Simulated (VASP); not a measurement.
# C in VASP: GW at two or more sizes of basis

C in the diamond structure is computed at one geometry. Runs: GW on PBE.

Program: VASP 6.6.1. PAW datasets, plane waves. Calculated at 0 K for a non-magnetic cell.

**1. Starting point**

The cell comes from an earlier relaxation with r2SCAN in another program.

The symmetry is Fd-3m (No. 227, cubic); a = 3.560 Å in the conventional setting, 5.64 Å³ an atom. C has 4 C at 1.54 Å.

As a file:

```
CELL_PARAMETERS angstrom
0.00000 1.78012 1.78012
1.78012 0.00000 1.78012
1.78012 1.78012 0.00000
ATOMIC_POSITIONS crystal
C 0.00000 0.00000 0.00000
C 0.25000 0.25000 0.25000
```

**2. GW on PBE orbitals, 33 empty bands**

Three calls of the program follow each other, each reading the orbitals of the one before.

Contents of INCAR (stage 1):

```
ENCUT = 500.000000
SIGMA = 0.010000
EDIFF = 1.00e-07
GGA = PE
PREC = Accurate
ISMEAR = 0
NELM = 120
LASPH = .TRUE.
LCHARG = .FALSE.
LWAVE = .TRUE.
LREAL = .FALSE.
```

Contents of INCAR (stage 2):

```
ENCUT = 500.000000
SIGMA = 0.010000
EDIFF = 1.00e-07
ALGO = Exact
GGA = PE
PREC = Accurate
ISMEAR = 0
ISTART = 1
NBANDS = 37
NELM = 1
LASPH = .TRUE.
LCHARG = .FALSE.
LOPTICS = .TRUE.
LWAVE = .TRUE.
LREAL = .FALSE.
```

Contents of INCAR (stage 3):

```
ENCUT = 500.000000
ENCUTGW = 120.000000
SIGMA = 0.010000
EDIFF = 1.00e-07
ALGO = EVGW0
GGA = PE
PREC = Accurate
PRECFOCK = Fast
ISMEAR = 0
ISTART = 1
NBANDS = 37
NELM = 120
NOMEGA = 64
NBANDSGW = 12
LASPH = .TRUE.
LCHARG = .FALSE.
LWAVE = .FALSE.
LREAL = .FALSE.
NELMGW = 3
ENCUTGWSOFT = 120
```

Contents of KPOINTS:

```
KPOINTS created by Atomic Simulation Environment
0
Gamma
6 6 6
0 0 0
```

Contents of POSCAR:

```
C
 1.0000000000000000
     0.0000000000000000    1.7801241435693234    1.7801241435693234
     1.7801241435693234   -0.0000000000000000    1.7801241435693234
     1.7801241435693234    1.7801241435693234   -0.0000000000000000
 C
   2
Cartesian
  0.0000000000000000  0.0000000000000000 -0.0000000000000000
  0.8900620717846617  0.8900620717846617  0.8900620717846617
```

Potentials: the GW set of PAW datasets, 8 valence electrons in the neutral cell.

Launch:

```
> mpirun -np 1 vasp_std
```

The files below are those of the last stage.

Standard output, without the iteration lines, shortened:

```text
POSCAR found type information on POSCAR C
 POSCAR found :  1 types and       2 ions
 LDA part: xc-table for (Slater+PW92), standard interpolation
 found WAVECAR, reading the header
 POSCAR, INCAR and KPOINTS ok, starting setup
 FFT: planning ... GRIDC
 FFT: planning ... GRID_SOFT
 FFT: planning ... GRID
 reading WAVECAR
 the WAVECAR file was read successfully
 initial charge from wavefunction

 The Fermi energy was updated, please check that it is located mid-gap
 values below the HOMO (VB) or above the LUMO (CB) will cause erroneous energies
 E-fermi :  11.9265

 calculate exact exchange contribution
 the WAVEDER file was read successfully
energies w=
    0.000    0.000    0.952    0.000    1.902    0.000    2.848    0.000
    3.788    0.000    4.719    0.000    5.641    0.000    6.553    0.000
    7.453    0.000    8.341    0.000    9.217    0.000   10.080    0.000
   10.932    0.000   11.772    0.000   12.602    0.000   13.422    0.000
   14.233    0.000   15.037    0.000   15.835    0.000   16.629    0.000
   17.420    0.000   18.209    0.000   18.999    0.000   19.791    0.000
   20.588    0.000   21.391    0.000   22.202    0.000   23.024    0.000
   23.860    0.000   24.711    0.000   25.582    0.000   26.475    0.000
   27.394    0.000   28.343    0.000   29.326    0.000   30.347    0.000
[... 26 lines left out ...]
 performed       1374000 updates of chi_q(r,r)
|.........|.........|.........|.........|.........|.........|.........|.........
 performed       1505000 updates of chi_q(r,r)
|.........|.........|.........|.........|.........|.........|.........|.........
 performed       1712000 updates of chi_q(r,r)
|.........|.........|.........|.........|.........|.........|.........|.........
 performed       1891000 updates of chi_q(r,r)
|.........|.........|.........|.........|.........|.........|.........|.........
 performed       1988000 updates of chi_q(r,r)
NQ=  14    0.5000    0.3333    0.1667,
|.........|.........|.........|.........|.........|.........|.........|.........
 performed       2222000 updates of chi_q(r,r)
NQ=  15   -0.3333    0.3333    0.1667,
|.........|.........|.........|.........|.........|.........|.........|.........
 performed       2442000 updates of chi_q(r,r)
NQ=  16   -0.3333    0.5000    0.1667,
|.........|.........|.........|.........|.........|.........|.........|.........
 performed       2622000 updates of chi_q(r,r)
 resolving degeneracies of screened two electron integrals

 calculate QP shifts <psi_nk| G(iteration)W_0 |psi_nk>: iteration 1
|.........|.........|.........|.........|.........|.........|.........|.........
 performed         71000 updates of chi_q(r,r)
|.........|.........|.........|.........|.........|.........|.........|.........
 performed        202000 updates of chi_q(r,r)
|.........|.........|.........|.........|.........|.........|.........|.........
 performed        333000 updates of chi_q(r,r)
|.........|.........|.........|.........|.........|.........|........
```

OUTCAR, selected sections:

```text
k-points           NKPTS =     16   k-points in BZ     NKDIM =    216   number of bands    NBANDS=     37

   NELECT =       8.0000    total number of electrons

   dimension x,y,z NGX =    18 NGY =   18 NGZ =   18
   dimension x,y,z NGXF=    36 NGYF=   36 NGZF=   36

  energy-cutoff  :      500.00
  volume of cell :       11.28
      direct lattice vectors                 reciprocal lattice vectors
     0.000000000  1.780124144  1.780124144    -0.280879287  0.280879287  0.280879287
     1.780124144  0.000000000  1.780124144     0.280879287 -0.280879287  0.280879287
     1.780124144  1.780124144  0.000000000     0.280879287  0.280879287 -0.280879287

 k-points in reciprocal lattice and weights: KPOINTS created by Atomic Simulation Env
   0.00000000  0.00000000  0.00000000       0.005
   0.16666667  0.00000000  0.00000000       0.037
   0.33333333  0.00000000  0.00000000       0.037
   0.50000000  0.00000000  0.00000000       0.019
   0.16666667  0.16666667  0.00000000       0.028
   0.33333333  0.16666667  0.00000000       0.111
   0.50000000  0.16666667  0.00000000       0.111
  -0.33333333  0.16666667  0.00000000       0.111
[... 8 more k-points ...]

 QP shifts <psi_nk| G(iteration)W_0 |psi_nk>: iteration 1
 for sc-GW calculations column KS-energies equals QP-energies in previous step
 and V_xc(KS)=  KS-energies - (<T + V_ion + V_H > + <T+V_H+V_ion>^1  + <V_x>^1)

 k-point   1 :       0.0000    0.0000    0.0000
  band No.  KS-energies  QP-energies   sigma(KS)   V_xc(KS)     V^pw_x(r,r')   Z            occupation Imag(sigma)

      1     -11.7046     -13.1930     -16.7625     -14.7920     -25.4559       0.7553       2.0000       1.3991
      2       9.8438       9.4749     -17.2597     -16.8145     -19.2155       0.8286       2.0000       0.0529
      3       9.8438       9.4749     -17.2597     -16.8145     -19.2155       0.8286       2.0000       0.0529
      4       9.8438       9.4749     -17.2597     -16.8145     -19.2155       0.8286       2.0000       0.0529
      5      15.4505      16.7505     -13.9610     -15.5365      -9.3291       0.8251       0.0000      -0.0800
      6      15.4505      16.7505     -13.9610     -15.5365      -9.3291       0.8251       0.0000      -0.0800
      7      15.4505      16.7505     -13.9610     -15.5365      -9.3291       0.8251       0.0000      -0.0800
      8      23.2911      24.5562     -14.7454     -16.3841      -7.7685       0.7720       0.0000      -0.1951
      9      29.2088      29.6965     -11.2881     -11.8925      -4.3427       0.8067       0.0000      -0.3615
     10      36.4414      37.7359     -12.3475     -13.9081      -5.9182       0.8295       0.0000      -0.5510
     11      36.4414      37.7359     -12.3475     -13.9081      -5.9182       0.8295       0.0000      -0.5510
     12      37.4454      38.1509     -10.6833     -11.5373      -3.2737       0.8261       0.0000      -0.9939

[... the tables of k-points 2 to 16 left out ...]

 QP shifts <psi_nk| G(iteration)W_0 |psi_nk>: iteration 2

 k-point   1 :       0.0000    0.0000    0.0000
  band No. old QP-enery  QP-energies   sigma(KS)   T+V_ion+V_H  V^pw_x(r,r')   Z            occupation Imag(sigma)

      1     -13.1930     -13.4915     -16.6776       3.0874     -25.4559       0.7515       2.0000       1.4797
      2       9.4749       9.4451     -17.2192      26.6583     -19.2155       0.8321       2.0000       0.0535
      3       9.4749       9.4451     -17.2192      26.6583     -19.2155       0.8321       2.0000       0.0535
      4       9.4749       9.4451     -17.2192      26.6583     -19.2155       0.8321       2.0000       0.0535
      5      16.7505      16.9059     -14.0486      30.9871      -9.3291       0.8268       0.0000      -0.0830
      6      16.7505      16.9059     -14.0486      30.9871      -9.3291       0.8268       0.0000      -0.0830
      7      16.7505      16.9059     -14.0486      30.9871      -9.3291       0.8268       0.0000      -0.0830
      8      24.5562      24.8023     -14.8012      39.6752      -7.7685       0.7743       0.0000      -0.1999
      9      29.6965      29.8490     -11.2166      41.1014      -4.3427       0.8098       0.0000      -0.3256
     10      37.7359      37.8713     -12.4495      50.3494      -5.9182       0.8258       0.0000      -0.5578
     11      37.7359      37.8713     -12.4495      50.3494      -5.9182       0.8258       0.0000      -0.5578
     12      38.1509      38.2771     -10.6789      48.9827      -3.2737       0.8252       0.0000      -0.9378

[... the tables of k-points 2 to 16 left out ...]

 QP shifts <psi_nk| G(iteration)W_0 |psi_nk>: iteration 3

 k-point   1 :       0.0000    0.0000    0.0000
  band No. old QP-enery  QP-energies   sigma(KS)   T+V_ion+V_H  V^pw_x(r,r')   Z            occupation Imag(sigma)

      1     -13.4915     -13.5520     -16.6595       3.0874     -25.4559       0.7503       2.0000       1.5015
      2       9.4451       9.4432     -17.2155      26.6583     -19.2155       0.8326       2.0000       0.0535
      3       9.4451       9.4432     -17.2155      26.6583     -19.2155       0.8326       2.0000       0.0535
      4       9.4451       9.4432     -17.2155      26.6583     -19.2155       0.8326       2.0000       0.0535
      5      16.9059      16.9270     -14.0556      30.9871      -9.3291       0.8266       0.0000      -0.0832
      6      16.9059      16.9270     -14.0556      30.9871      -9.3291       0.8266       0.0000      -0.0832
      7      16.9059      16.9270     -14.0556      30.9871      -9.3291       0.8266       0.0000      -0.0832
      8      24.8023      24.8439     -14.8190      39.6752      -7.7685       0.7728       0.0000      -0.2028
      9      29.8490      29.8792     -11.2150      41.1014      -4.3427       0.8097       0.0000      -0.3246
     10      37.8713      37.8902     -12.4553      50.3494      -5.9182       0.8270       0.0000      -0.5547
     11      37.8713      37.8902     -12.4553      50.3494      -5.9182       0.8270       0.0000      -0.5547
     12      38.2771      38.2994     -10.6785      48.9827      -3.2737       0.8251       0.0000      -0.9305

[... the tables of k-points 2 to 16 left out ...]
```

Wall time 94 s (1 MPI rank of Intel Xeon Platinum 8488C, shared host); peak memory 0.18 GiB. That is the last stage alone.

On the 6×6×6 mesh the gap opens from 4.17 eV (PBE) to 5.40 eV (G0W0), by +1.24 eV. Updating the energies in G gives, step by step, 5.40, 5.55, 5.57 eV.

**3. GW on PBE orbitals, 83 empty bands**

Three calls of the program follow each other, each reading the orbitals of the one before.

INCAR (stage 1) is that of step 2.

Changes to INCAR (stage 2) since step 2:

```diff
@@ -8,3 +8,3 @@
 ISTART = 1
-NBANDS = 37
+NBANDS = 87
 NELM = 1
```

Contents of INCAR (stage 3):

```
ENCUT = 500.000000
ENCUTGW = 220.000000
SIGMA = 0.010000
EDIFF = 1.00e-07
ALGO = EVGW0
GGA = PE
PREC = Accurate
PRECFOCK = Fast
ISMEAR = 0
ISTART = 1
NBANDS = 87
NELM = 120
NOMEGA = 64
NBANDSGW = 12
LASPH = .TRUE.
LCHARG = .FALSE.
LWAVE = .FALSE.
LREAL = .FALSE.
NELMGW = 1
ENCUTGWSOFT = 220
```

KPOINTS is that of step 2.

POSCAR is that of step 2.

Launch:

```
> mpirun -np 1 vasp_std
```

The files below are those of the last stage.

Printed to the terminal (iteration lines stand in OSZICAR):

```text
POSCAR found type information on POSCAR C
 POSCAR found :  1 types and       2 ions
 LDA part: xc-table for (Slater+PW92), standard interpolation
 found WAVECAR, reading the header
 POSCAR, INCAR and KPOINTS ok, starting setup
 FFT: planning ... GRIDC
 FFT: planning ... GRID_SOFT
 FFT: planning ... GRID
 reading WAVECAR
 the WAVECAR file was read successfully
 initial charge from wavefunction

 The Fermi energy was updated, please check that it is located mid-gap
 values below the HOMO (VB) or above the LUMO (CB) will cause erroneous energies
 E-fermi :  11.9265

 calculate exact exchange contribution
 the WAVEDER file was read successfully
energies w=
    0.000    0.000    0.959    0.000    1.916    0.000    2.869    0.000
    3.815    0.000    4.754    0.000    5.682    0.000    6.601    0.000
    7.507    0.000    8.401    0.000    9.283    0.000   10.153    0.000
   11.011    0.000   11.857    0.000   12.693    0.000   13.519    0.000
   14.336    0.000   15.146    0.000   15.950    0.000   16.750    0.000
   17.546    0.000   18.341    0.000   19.137    0.000   19.935    0.000
   20.737    0.000   21.546    0.000   22.363    0.000   23.191    0.000
   24.033    0.000   24.890    0.000   25.768    0.000   26.667    0.000
   27.593    0.000   28.548    0.000   29.538    0.000   30.568    0.000
[... 17 lines left out ...]
 performed       1398000 updates of chi_q(r,r)
|.........|.........|.........|.........|.........|.........|.........|.........
 performed       1896000 updates of chi_q(r,r)
|.........|.........|.........|.........|.........|.........|.........|.........
 performed       2394000 updates of chi_q(r,r)
|.........|.........|.........|.........|.........|.........|.........|.........
 performed       2892000 updates of chi_q(r,r)
|.........|.........|.........|.........|.........|.........|.........|.........
 performed       3323000 updates of chi_q(r,r)
|.........|.........|.........|.........|.........|.........|.........|.........
 performed       3641000 updates of chi_q(r,r)
|.........|.........|.........|.........|.........|.........|.........|.........
 performed       4139000 updates of chi_q(r,r)
|.........|.........|.........|.........|.........|.........|.........|.........
|.........|.........|.........|.........|.........|.........|.........|.........
 performed       4809000 updates of chi_q(r,r)
NQ=  14    0.5000    0.3333    0.1667,
|.........|.........|.........|.........|.........|.........|.........|.........
NQ=  15   -0.3333    0.3333    0.1667,
|.........|.........|.........|.........|.........|.........|.........|.........
 performed       5897000 updates of chi_q(r,r)
NQ=  16   -0.3333    0.5000    0.1667,
|.........|.........|.........|.........|.........|.........|.........|.........
 resolving degeneracies of screened two electron integrals

 calculate QP shifts <psi_nk| G(iteration)W_0 |psi_nk>: iteration 1
 entering main loop
```

Parts of OUTCAR:

```text
k-points           NKPTS =     16   k-points in BZ     NKDIM =    216   number of bands    NBANDS=     87

   NELECT =       8.0000    total number of electrons

   dimension x,y,z NGX =    18 NGY =   18 NGZ =   18
   dimension x,y,z NGXF=    36 NGYF=   36 NGZF=   36

  energy-cutoff  :      500.00
  volume of cell :       11.28
      direct lattice vectors                 reciprocal lattice vectors
     0.000000000  1.780124144  1.780124144    -0.280879287  0.280879287  0.280879287
     1.780124144  0.000000000  1.780124144     0.280879287 -0.280879287  0.280879287
     1.780124144  1.780124144  0.000000000     0.280879287  0.280879287 -0.280879287

 k-points in reciprocal lattice and weights: KPOINTS created by Atomic Simulation Env
   0.00000000  0.00000000  0.00000000       0.005
   0.16666667  0.00000000  0.00000000       0.037
   0.33333333  0.00000000  0.00000000       0.037
   0.50000000  0.00000000  0.00000000       0.019
   0.16666667  0.16666667  0.00000000       0.028
   0.33333333  0.16666667  0.00000000       0.111
   0.50000000  0.16666667  0.00000000       0.111
  -0.33333333  0.16666667  0.00000000       0.111
[... 8 more k-points ...]

 QP shifts <psi_nk| G(iteration)W_0 |psi_nk>: iteration 1
 for sc-GW calculations column KS-energies equals QP-energies in previous step
 and V_xc(KS)=  KS-energies - (<T + V_ion + V_H > + <T+V_H+V_ion>^1  + <V_x>^1)

 k-point   1 :       0.0000    0.0000    0.0000
  band No.  KS-energies  QP-energies   sigma(KS)   V_xc(KS)     V^pw_x(r,r')   Z            occupation Imag(sigma)

      1     -11.7046     -13.4529     -17.1070     -14.7920     -25.4559       0.7552       2.0000       1.3874
      2       9.8438       9.0461     -17.7795     -16.8145     -19.2155       0.8266       2.0000       0.0533
      3       9.8438       9.0461     -17.7795     -16.8145     -19.2155       0.8266       2.0000       0.0533
      4       9.8438       9.0461     -17.7795     -16.8145     -19.2155       0.8266       2.0000       0.0533
      5      15.4505      16.4451     -14.3278     -15.5365      -9.3291       0.8228       0.0000      -0.0802
      6      15.4505      16.4451     -14.3278     -15.5365      -9.3291       0.8228       0.0000      -0.0802
      7      15.4505      16.4451     -14.3278     -15.5365      -9.3291       0.8228       0.0000      -0.0802
      8      23.2911      24.1072     -15.3202     -16.3841      -7.7685       0.7671       0.0000      -0.2008
      9      29.2088      29.4463     -11.5978     -11.8925      -4.3427       0.8059       0.0000      -0.3576
     10      36.4414      37.3307     -12.8319     -13.9081      -5.9182       0.8264       0.0000      -0.5502
     11      36.4414      37.3307     -12.8319     -13.9081      -5.9182       0.8264       0.0000      -0.5502
     12      37.4454      37.7911     -11.1159     -11.5373      -3.2737       0.8206       0.0000      -0.9413

 k-point   2 :       0.1667    0.0000    0.0000
  band No.  KS-energies  QP-energies   sigma(KS)   V_xc(KS)     V^pw_x(r,r')   Z            occupation Imag(sigma)

      1     -10.9354     -12.6385     -17.1057     -14.8460     -25.2626       0.7537       2.0000       1.2900
      2       6.0702       5.0127     -17.3613     -16.0589     -19.8046       0.8120       2.0000       0.0782
      3       8.8141       7.9710     -17.6111     -16.5866     -19.2997       0.8229       2.0000       0.0581
      4       8.8141       7.9710     -17.6111     -16.5866     -19.2997       0.8229       2.0000       0.0581
      5      16.8001      17.8550     -14.4582     -15.7478      -9.0974       0.8180       0.0000      -0.0905
      6      16.8001      17.8550     -14.4582     -15.7478      -9.0974       0.8180       0.0000      -0.0905
      7      17.2735      18.1951     -14.6289     -15.7560      -9.2050       0.8177       0.0000      -0.0935
      8      23.9174      24.8280     -14.9709     -16.1591      -7.3154       0.7663       0.0000      -0.2187
      9      30.2023      30.5945     -11.8754     -12.3664      -4.3228       0.7987       0.0000      -0.4138
     10      32.7047      33.3486     -11.9063     -12.6809      -5.1245       0.8312       0.0000      -0.4707
     11      32.7047      33.3486     -11.9063     -12.6809      -5.1245       0.8312       0.0000      -0.4707
     12      35.7687      36.1226     -11.2902     -11.7241      -3.4788       0.8157       0.0000      -0.8032

[... the tables of k-points 3 to 16 left out ...]
```

Run time: 87 s. Hardware: 1 MPI rank of Intel Xeon Platinum 8488C, shared host; peak memory 0.27 GiB. That is the last stage alone.

On the 6×6×6 mesh the gap opens from 4.17 eV (PBE) to 5.55 eV (G0W0), by +1.39 eV.

**4. What came out**

| empty bands | screening cutoff (eV) | mesh | PBE gap (eV) | G0W0 gap (eV) | last GW0 step (eV) |
| --- | --- | --- | --- | --- | --- |
| 33 | 120 | 6×6×6 | 4.17 | 5.40 | 5.57 |
| 83 | 220 | 6×6×6 | 4.17 | 5.55 | – |

What this shows: G0W0 widens the PBE gap on the mesh by 1.39 eV, so PBE holds 75 % of it. From 33 to 83 empty bands, with the screening cutoff going from 120 to 220 eV, it moves by +0.15 eV. The G0W0 figures hold for the stated bands, cutoff and mesh and aren't extrapolated.
